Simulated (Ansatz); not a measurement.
# Mg2BBrN2 (C2/c): the host for defect calculations, part 4 of 4

Aim: the runs on the perfect crystal Mg2BBrN2 (C2/c) that a defect calculation needs first.

Ansatz 0.2.0; plane-wave PAW DFT, PBEsol; relaxation of the host's cell and atoms (the session's first sound run).

So far. Step 3 (Dielectric tensors of the host): The principal values of the electronic dielectric tensor are 3.45, 3.71 and 4.27. The principal values of the static dielectric tensor are 8.38, 8.91 and 12.45.

**7. Defect free supercell relaxed from displaced atoms**

This step: plane-wave PAW DFT, PBEsol; relaxation of the defect-free supercell from random displacements, a test of the host's stability (Ansatz 0.2.0).

pristine.rattled/input.yaml reads:

```yaml
crystal:
  lattice:
    - [-2.1658913119, 6.607974407, 6.0851575037]
    - [6.9805135834, 0.0, 6.1075588169]
    - [9.1464048953, 6.607974407, 0.0224013132]
  atoms:
    - { symbol: Mg, position: [0.0903662107, 0.7438447482, 0.0129991751] }
    - { symbol: Mg, position: [0.0903662107, 0.7438447482, 0.5129991751] }
    - { symbol: Mg, position: [0.5903662107, 0.2438447482, 0.0129991751] }
    - { symbol: Mg, position: [0.5903662107, 0.2438447482, 0.5129991751] }
    - { symbol: Mg, position: [0.2629991751, 0.4027898659, 0.3403662107] }
    - { symbol: Mg, position: [0.2629991751, 0.4027898659, 0.8403662107] }
    - { symbol: Mg, position: [0.7629991751, 0.9027898659, 0.3403662107] }
    - { symbol: Mg, position: [0.7629991751, 0.9027898659, 0.8403662107] }
    - { symbol: Mg, position: [0.4096337893, 0.7561552518, 0.4870008249] }
    - { symbol: Mg, position: [0.4096337893, 0.7561552518, 0.9870008249] }
    - { symbol: Mg, position: [0.9096337893, 0.2561552518, 0.4870008249] }
    - { symbol: Mg, position: [0.9096337893, 0.2561552518, 0.9870008249] }
    - { symbol: Mg, position: [0.2370008249, 0.0972101341, 0.1596337893] }
    - { symbol: Mg, position: [0.2370008249, 0.0972101341, 0.6596337893] }
    - { symbol: Mg, position: [0.7370008249, 0.5972101341, 0.1596337893] }
    - { symbol: Mg, position: [0.7370008249, 0.5972101341, 0.6596337893] }
    - { symbol: B, position: [0.1810842047, 0.0689157953, 0.4310842047] }
    - { symbol: B, position: [0.1810842047, 0.0689157953, 0.9310842047] }
    - { symbol: B, position: [0.6810842047, 0.5689157953, 0.4310842047] }
    - { symbol: B, position: [0.6810842047, 0.5689157953, 0.9310842047] }
    - { symbol: B, position: [0.3189157953, 0.4310842047, 0.0689157953] }
    - { symbol: B, position: [0.3189157953, 0.4310842047, 0.5689157953] }
    - { symbol: B, position: [0.8189157953, 0.9310842047, 0.0689157953] }
    - { symbol: B, position: [0.8189157953, 0.9310842047, 0.5689157953] }
    - { symbol: Br, position: [0.4411259008, 0.8088740992, 0.1911259008] }
    - { symbol: Br, position: [0.4411259008, 0.8088740992, 0.6911259008] }
    - { symbol: Br, position: [0.9411259008, 0.3088740992, 0.1911259008] }
    - { symbol: Br, position: [0.9411259008, 0.3088740992, 0.6911259008] }
    - { symbol: Br, position: [0.0588740992, 0.6911259008, 0.3088740992] }
    - { symbol: Br, position: [0.0588740992, 0.6911259008, 0.8088740992] }
    - { symbol: Br, position: [0.5588740992, 0.1911259008, 0.3088740992] }
    - { symbol: Br, position: [0.5588740992, 0.1911259008, 0.8088740992] }
    - { symbol: "N", position: [0.2225749274, 0.9548747451, 0.3895790129] }
    - { symbol: "N", position: [0.2225749274, 0.9548747451, 0.8895790129] }
    - { symbol: "N", position: [0.7225749274, 0.4548747451, 0.3895790129] }
    - { symbol: "N", position: [0.7225749274, 0.4548747451, 0.8895790129] }
    - { symbol: "N", position: [0.1395790129, 0.1829713145, 0.4725749274] }
    - { symbol: "N", position: [0.1395790129, 0.1829713145, 0.9725749274] }
    - { symbol: "N", position: [0.6395790129, 0.6829713145, 0.4725749274] }
    - { symbol: "N", position: [0.6395790129, 0.6829713145, 0.9725749274] }
    - { symbol: "N", position: [0.2774250726, 0.5451252549, 0.1104209871] }
    - { symbol: "N", position: [0.2774250726, 0.5451252549, 0.6104209871] }
    - { symbol: "N", position: [0.7774250726, 0.0451252549, 0.1104209871] }
    - { symbol: "N", position: [0.7774250726, 0.0451252549, 0.6104209871] }
    - { symbol: "N", position: [0.3604209871, 0.3170286855, 0.0274250726] }
    - { symbol: "N", position: [0.3604209871, 0.3170286855, 0.5274250726] }
    - { symbol: "N", position: [0.8604209871, 0.8170286855, 0.0274250726] }
    - { symbol: "N", position: [0.8604209871, 0.8170286855, 0.5274250726] }
basis:
  ecutwfc: 420
  xc_grid: 2
hamiltonian:
  xc: pbesol
kpoints:
  mp_grid: { grid: [1, 1, 1] }
scf:
  occupations: { method: fermi_dirac, width: 0.01 }
  max_iter: 80
output:
  forces: true
relax:
  f_tol: 0.01
  max_steps: 120
  random_displacement: { amplitude: 0.08, seed: 4363 }
checkpoint:
  write: "../pristine.rattled.run"
  compress: false
  write_wavefunctions: false
  write_every: 100000
```

Run with:

```console
> ansatz run input.yaml --threads 8 --pin off --max-ram 13189MiB --backend cpu --events-out ev --progress --plain --runs-dir out
```

Numbers of over 12 decimals in the logs are rounded to 6 here.

The log of the run:

```text
[...]
Crystal: 48 atoms, lattice volume = 736.205 Å³
Basis set: ecut = 420 eV, 14403 PW (Γ), exchange–correlation on 128×128×160 points (8 copies of the dense FFT grid, shifted against one another)
Bands: 208, of which v1, the nominal top of the filled ones, is band 160 counted from 1 (159 counted from 0)
Symmetry: 1 space group operations
k-points: 1
[...]
SCF iter   1: F=—  HF=-59810.785785 eV  |F-HF|=—  |Δ(HF+E_count)|=         —  Δρ=7.62e-3  dr2=4.83e-1  ethr=1.77e-3  ⟨swp⟩=7.0  Hψ=989  notcnv=0  defer=24
[...]
SCF iter   6: F=-59810.648723 eV  HF=-59810.648723 eV  |F-HF|=1.41e-7  |Δ(HF+E_count)|=   1.22e-6  Δρ=9.27e-6  dr2=7.30e-7  ethr=7.81e-10  ⟨swp⟩=5.0  Hψ=652  notcnv=0
SCF 1 converged in 6 iterations: F = -59810.648723 eV  dr2 = 7.30e-7
[...]
relax step   1: F+E_penalty+E_count = -59810.64872280 eV  Δ(F+E_penalty+E_count) = +0.000e0 eV  max|allowed force component| = 1.223e1 eV/Å  Δτ_max = 0.0000 Å  (6 SCF iters, dr2 threshold 2.50e-6 eV, accepted)
[...]
relax step   2: F+E_penalty+E_count = -59813.47435227 eV  Δ(F+E_penalty+E_count) = -2.826e0 eV  max|allowed force component| = 3.940e0 eV/Å  Δτ_max = 0.1932 Å  (6 SCF iters, dr2 threshold 1.00e-4 eV, accepted)
relax step   3: F+E_penalty+E_count = -59814.24226794 eV  Δ(F+E_penalty+E_count) = -7.679e-1 eV  max|allowed force component| = 1.937e-1 eV/Å  Δτ_max = 0.1368 Å  (6 SCF iters, dr2 threshold 1.00e-4 eV, accepted)
relax step   4: F+E_penalty+E_count = -59814.28394196 eV  Δ(F+E_penalty+E_count) = -4.167e-2 eV  max|allowed force component| = 1.124e-2 eV/Å  Δτ_max = 0.0428 Å  (6 SCF iters, dr2 threshold 2.34e-6 eV, accepted)
SCF iter   1: F=—  HF=-59814.284387 eV  |F-HF|=—  |Δ(HF+E_count)|=         —  Δρ=2.64e-4  dr2=3.16e-4  ethr=1.19e-6  ⟨swp⟩=4.0  Hψ=424  notcnv=0  defer=39
[...]
SCF iter   6: F=-59814.284156 eV  HF=-59814.284156 eV  |F-HF|=8.00e-11  |Δ(HF+E_count)|=   1.43e-9  Δρ=2.19e-7  dr2=4.75e-10  ethr=1.88e-12  ⟨swp⟩=2.0  Hψ=565  notcnv=0
SCF 5 converged in 6 iterations: F = -59814.284156 eV  dr2 = 4.75e-10
relax step   5: F+E_penalty+E_count = -59814.28415551 eV  Δ(F+E_penalty+E_count) = -2.135e-4 eV  max|allowed force component| = 2.150e-3 eV/Å  Δτ_max = 0.0046 Å  (6 SCF iters, accepted)
SCF converged after 6 iterations
Free energy (F): -59814.284156 eV
[...]
Internal energy: -59814.284156 eV  (E = F + TS)
E sigma→0 (E₀):  -59814.284156 eV
Fermi energy:    5.855490 eV
[...]
--- Forces (eV/Å), atoms counted from 1 ---
  atom   1  Mg    -0.00149213     0.00011515     0.00041429
  atom   2  Mg    -0.00117494    -0.00009568     0.00010616
  atom   3  Mg    -0.00161883     0.00014091    -0.00023113
  atom   4  Mg    -0.00137988    -0.00038568    -0.00010239
  atom   5  Mg     0.00045666    -0.00003217     0.00027809
  atom   6  Mg     0.00116910     0.00023730    -0.00028261
  atom   7  Mg     0.00072604     0.00024796    -0.00084877
  atom   8  Mg     0.00116223    -0.00020557    -0.00040410
  atom   9  Mg     0.00128668    -0.00077798    -0.00018731
  atom  10  Mg     0.00082356    -0.00012031     0.00047507
  atom  11  Mg     0.00137526    -0.00028372     0.00000251
  atom  12  Mg     0.00132367    -0.00024007     0.00029252
  atom  13  Mg    -0.00131214    -0.00023580     0.00035995
  atom  14  Mg    -0.00187603     0.00049957     0.00074805
  atom  15  Mg    -0.00042741    -0.00004338     0.00036078
  atom  16  Mg    -0.00124710     0.00019793    -0.00027458
  atom  17  B      0.00045685     0.00123962     0.00043552
  atom  18  B     -0.00004072     0.00078924     0.00020304
  atom  19  B     -0.00052590     0.00116293    -0.00034789
  atom  20  B      0.00075367     0.00126343    -0.00003602
  atom  21  B     -0.00004511    -0.00073006     0.00030179
  atom  22  B     -0.00019228    -0.00076484    -0.00049068
  atom  23  B      0.00024217    -0.00098717    -0.00066899
  atom  24  B     -0.00001267    -0.00143952    -0.00035166
  atom  25  Br     0.00021911    -0.00122992     0.00013192
  atom  26  Br    -0.00050841    -0.00182974    -0.00030763
  atom  27  Br    -0.00030761    -0.00195669    -0.00070584
  atom  28  Br     0.00049265    -0.00184809    -0.00015339
  atom  29  Br     0.00025232     0.00215000     0.00018505
  atom  30  Br    -0.00027830     0.00208839     0.00016075
  atom  31  Br    -0.00050190     0.00210241    -0.00011571
  atom  32  Br     0.00027244     0.00204690    -0.00043721
  atom  33  N      0.00064010    -0.00074738     0.00001918
  atom  34  N      0.00051837    -0.00099411     0.00043743
  atom  35  N     -0.00005038    -0.00089092     0.00022233
  atom  36  N      0.00047154    -0.00078688    -0.00027706
  atom  37  N      0.00001995    -0.00074925     0.00016804
  atom  38  N     -0.00053111    -0.00145468     0.00008670
  atom  39  N     -0.00006895    -0.00060546    -0.00024733
  atom  40  N     -0.00053280    -0.00086813     0.00014643
  atom  41  N      0.00011104     0.00080398     0.00004989
  atom  42  N     -0.00051446     0.00006649    -0.00005766
  atom  43  N     -0.00076102     0.00120170    -0.00003312
  atom  44  N     -0.00064917     0.00103346     0.00042472
  atom  45  N      0.00115950     0.00036869    -0.00017295
  atom  46  N      0.00107034    -0.00000233     0.00028238
  atom  47  N      0.00054228     0.00147456     0.00051237
  atom  48  N      0.00050850     0.00107514    -0.00006518
  max |Σ_I F_I| component: 5.75e-6 eV/Å
--- Relaxed structure (5 steps of the walk, 5 accepted, 0 SCFs on fresh bases) ---
  F+E_penalty+E_count = -59814.28415551 eV   max|allowed force component| = 2.150e-3 eV/Å
  atoms:
    - { symbol: Mg, position: [0.089208, 0.745306, 0.012531] }
    - { symbol: Mg, position: [0.089280, 0.745363, 0.512450] }
    - { symbol: Mg, position: [0.589281, 0.245440, 0.012409] }
    - { symbol: Mg, position: [0.589241, 0.245370, 0.512518] }
    - { symbol: Mg, position: [0.261433, 0.403281, 0.340312] }
    - { symbol: Mg, position: [0.261440, 0.403302, 0.840290] }
    - { symbol: Mg, position: [0.761427, 0.903429, 0.340237] }
    - { symbol: Mg, position: [0.761431, 0.903317, 0.840283] }
    - { symbol: Mg, position: [0.408886, 0.755879, 0.487744] }
    - { symbol: Mg, position: [0.408835, 0.755837, 0.987720] }
    - { symbol: Mg, position: [0.908861, 0.255908, 0.487681] }
    - { symbol: Mg, position: [0.908889, 0.255910, 0.987690] }
    - { symbol: Mg, position: [0.236733, 0.097899, 0.159895] }
    - { symbol: Mg, position: [0.236594, 0.097940, 0.659932] }
    - { symbol: Mg, position: [0.736638, 0.597928, 0.159897] }
    - { symbol: Mg, position: [0.736720, 0.598006, 0.659834] }
    - { symbol: B, position: [0.180955, 0.068718, 0.431975] }
    - { symbol: B, position: [0.180939, 0.068687, 0.932017] }
    - { symbol: B, position: [0.680953, 0.568794, 0.431949] }
    - { symbol: B, position: [0.680964, 0.568773, 0.931930] }
    - { symbol: B, position: [0.317166, 0.432479, 0.068210] }
    - { symbol: B, position: [0.317170, 0.432502, 0.568216] }
    - { symbol: B, position: [0.817152, 0.932547, 0.068182] }
    - { symbol: B, position: [0.817196, 0.932552, 0.568177] }
    - { symbol: Br, position: [0.440292, 0.809331, 0.191326] }
    - { symbol: Br, position: [0.440323, 0.809435, 0.691321] }
    - { symbol: Br, position: [0.940355, 0.309457, 0.191304] }
    - { symbol: Br, position: [0.940354, 0.309395, 0.691312] }
    - { symbol: Br, position: [0.057785, 0.691851, 0.308831] }
    - { symbol: Br, position: [0.057802, 0.691889, 0.808827] }
    - { symbol: Br, position: [0.557830, 0.191995, 0.308795] }
    - { symbol: Br, position: [0.557839, 0.191935, 0.808789] }
    - { symbol: N, position: [0.222853, 0.955625, 0.389576] }
    - { symbol: N, position: [0.222779, 0.955582, 0.889632] }
    - { symbol: N, position: [0.722802, 0.455657, 0.389595] }
    - { symbol: N, position: [0.722867, 0.455688, 0.889525] }
    - { symbol: N, position: [0.138548, 0.182326, 0.473857] }
    - { symbol: N, position: [0.138577, 0.182325, 0.973873] }
    - { symbol: N, position: [0.638577, 0.682438, 0.473797] }
    - { symbol: N, position: [0.638540, 0.682362, 0.973831] }
    - { symbol: N, position: [0.275273, 0.545563, 0.110615] }
    - { symbol: N, position: [0.275321, 0.545612, 0.610599] }
    - { symbol: N, position: [0.775299, 0.045669, 0.110554] }
    - { symbol: N, position: [0.775298, 0.045627, 0.610591] }
    - { symbol: N, position: [0.359594, 0.318880, 0.026317] }
    - { symbol: N, position: [0.359540, 0.318856, 0.526371] }
    - { symbol: N, position: [0.859515, 0.818902, 0.026335] }
    - { symbol: N, position: [0.859594, 0.818964, 0.526272] }
```

It took 8.3 s on 8 threads of Arm Neoverse V2, shared host; peak memory 0.86 GiB; 54 s of CPU time.

Step by step:

```csv
step,energy less that of the first step (eV),largest force component (eV/Å)
1,0.0000,12.2328
2,-2.8256,3.9401
3,-3.5935,0.1937
4,-3.6352,0.0112
5,-3.6354,0.0022
```

The atoms that moved most (Å, from the sites as typed, ahead of the random displacement, the mean shift of all atoms taken out):

```csv
atom,dx,dy,dz,length
N48,-0.002,-0.007,0.009,0.012
N36,-0.003,0.007,0.009,0.012
N41,0.002,-0.007,-0.009,0.011
N38,0.002,0.008,-0.008,0.011
N37,0.002,0.007,-0.008,0.011
N33,-0.003,0.007,0.008,0.011
N44,0.002,-0.007,-0.008,0.011
N45,-0.003,-0.007,0.008,0.011
```

The relaxation ends 76 meV an atom lower than the displaced start, with a largest force component of 0.0022 eV/Å.

**8. Results**

```json
{
  "primitive cell vectors, lengths": "5.642, 5.642, 6.459 Å",
  "electronic dielectric constant": "principal values (3.45, 3.71, 4.27)",
  "static dielectric constant": "principal values (8.38, 8.91, 12.45)",
  "gap on the k-mesh of the response run (PBEsol)": "3.32 eV",
  "supercell relaxed in its symmetry less the displaced and relaxed one": "0.000 eV",
  "energy an atom at the zone centre alone less that on the dense mesh": "0.005 eV"
}
```

Step 7: The energy fell by 3.635 eV from the randomly displaced start; against the sites as typed, N48 ends farthest off, by 0.01 Å, once the mean shift is taken out. The displaced cell ends within 0.01 eV of the symmetric one relaxed in its symmetry, so no lower structure shows in this supercell. The k-mesh can miss the band edges, so this gap is an upper bound at this level. All at zero temperature.

[Logs are printed without paths, hosts, clocks, repeated set-up lines and the standing remarks that a program may print on its own settings, such as how far it seeks lower states.]

[Hosts, paths, dates, database ids (printed as entryN), source tags and the programs' standing remarks are cut or masked in the printed files.]

[Runs of the host that timed out are not shown.]

[For some hosts the program warned that the k-mesh of the response run may be too coarse for force constants and the static dielectric constant; such warnings are not always shown.]
